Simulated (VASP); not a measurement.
Wanted: the native input for a VASP 6.6.1 run.

```
Task                   : single point
Functional             : PBE
Potentials or basis    : VASP PAW PBE potentials, release 64 (Ga_d, P)
Cutoff                 : 520 eV
k mesh                 : 8 × 8 × 8
Occupations            : gaussian, width 0.02 eV
Spin                   : no spin polarisation
Dipole correction      : no
Further INCAR settings : ALGO = Fast; EDIFF = 1e-07; NBANDS = 16
```

The structure of GaP lies in POSCAR:

```
GaP
1.0
    0.0000000000      2.7525368041      2.7525368041
    2.7525368041      0.0000000000      2.7525368041
    2.7525368041      2.7525368041      0.0000000000
Ga P
1 1
Direct
    0.0000000000      0.0000000000      0.0000000000
    0.2500000000      0.2500000000      0.2500000000
```

These files were run (other wordings do the same):

INCAR

```
  ALGO = Fast
  EDIFF = 1E-7
  ENCUT = 520
  GGA = PE
  ISIF = 2
  ISMEAR = 0
  LASPH = T
  LCHARG = F
  LREAL = F
  LWAVE = F
  NBANDS = 16
  NELM = 100
  PREC = Accurate
  SIGMA = 0.02
```

KPOINTS

```
k-points
0
Gamma
  8 8 8
```

Potentials or basis: VASP PAW PBE potentials, release 64 (Ga_d, P).

The run is started by

```sh
$ cat potpaw_PBE.64/Ga_d/POTCAR potpaw_PBE.64/P/POTCAR > POTCAR
$ mpirun -np 1 vasp_std > vasp.out
```

It gave:

```
Pressure               : 0.0 GPa
Band gap on the k mesh : 1.58 eV, direct
```

Wall time 22 s on 1 thread of Intel(R) Xeon(R) Platinum 8375C CPU @ 2.90GHz (Ice Lake), with other jobs on the host, peak memory 0.17 GiB.
